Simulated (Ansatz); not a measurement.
Space group P6_3/mmc (No. 194). a = 2.937 Å, b = 2.937 Å, c = 9.564 Å, α = 90.00°, β = 90.00°, γ = 120.00°
| atom | site | symmetry | x | y | z |
| --- | --- | --- | --- | --- | --- |
| Ag | 2c | -6m2 | 0.3333 | 0.6667 | 0.2500 |
| Ag | 2a | -3m. | 0.0000 | 0.0000 | 0.0000 |

Equation of state of this Ag structure (not necessarily the ground state), with shape and atoms relaxed at each volume where symmetry leaves them free. It has no gap at any of these volumes. Theory: DFT PBE, scalar-relativistic, plane waves, PAW in Ansatz 0.2.0.

Cutoff 420 eV; k points 18×18×4 on the computed 4-atom cell (Γ-centred); Gaussian smearing, width 0.10 eV; no spin polarisation.

```tsv
V (Å³/atom)	E − E(largest V) (meV/atom)	P (GPa)
15.715	55.67	16.76
16.251	9.26	11.21
16.787	-20.32	6.68
17.323	-36.20	2.98
17.858	-40.90	-0.03
18.394	-36.52	-2.48
18.930	-24.78	-4.47
19.644	0.00	-6.56
```

Q: Fit a third-order Birch–Murnaghan equation to E(V).

A: V0 = 17.85 Å³/atom, B0 = 91 GPa, B0' = 5.9.

This form isn't the element's structure at ambient conditions.